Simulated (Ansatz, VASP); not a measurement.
**Two plane-wave programs on SnO**

```xyz
4
Lattice="3.2865 0.0000 0.0000 0.0000 5.5583 0.0000 0.0000 0.0000 4.1358" Properties=species:S:1:pos:R:3 pbc="T T T"
Sn    1.6433    4.2693    0.0544
Sn    0.0000    1.2890    2.1223
O     1.6433    0.6045    0.9796
O     0.0000    4.9538    3.0475
```

Change from the starting cell: volume scaled by 0.94.

Alike in both runs: task single point; functional PBEsol; k mesh 8 × 5 × 6; occupations fermi-dirac, width 0.05 eV; no spin polarisation.

|  | VASP | Ansatz |
| --- | --- | --- |
| version | VASP 6.6.1 | Ansatz 0.2.0 |
| potentials or method | VASP PAW PBE potentials, release 64 (Sn_d, O) | Ansatz PAW |
| plane-wave cutoff (eV) | 520 | 420 |
| valence electrons in the cell | 40 | 40 |

```tsv
	VASP	Ansatz	Ansatz less VASP
gap on the k mesh at the Fermi level (eV)	1.33	1.35	+0.012
least direct gap on the mesh (eV)	1.90	1.91	+0.013
pressure (GPa)	2.1	1.9	-0.26
largest component of the traceless stress (GPa)	0.63	0.56	-0.074
rms of the force components (eV/Å)	0.244	0.205	-0.0387
```

Atom by atom the forces differ by 0.039 eV/Å (rms over components).

Caveats: spin-orbit coupling is left out, which moves the levels of the heavy elements; the PAW data sets were made with another functional, which shifts forces and pressure a little (VASP); an odd mesh through Γ misses points on the zone boundary, where band edges often lie (VASP); odd divisions of the mesh miss points on the zone boundary, where band edges often lie, so the gap on the mesh can be too wide (Ansatz); the pressure holds a Pulay correction of +0.4 GPa for the finite cutoff (Ansatz); the PAW data sets come from PBE, with cores solved anew for the run's functional, which leaves a small shift of forces and pressure (Ansatz).
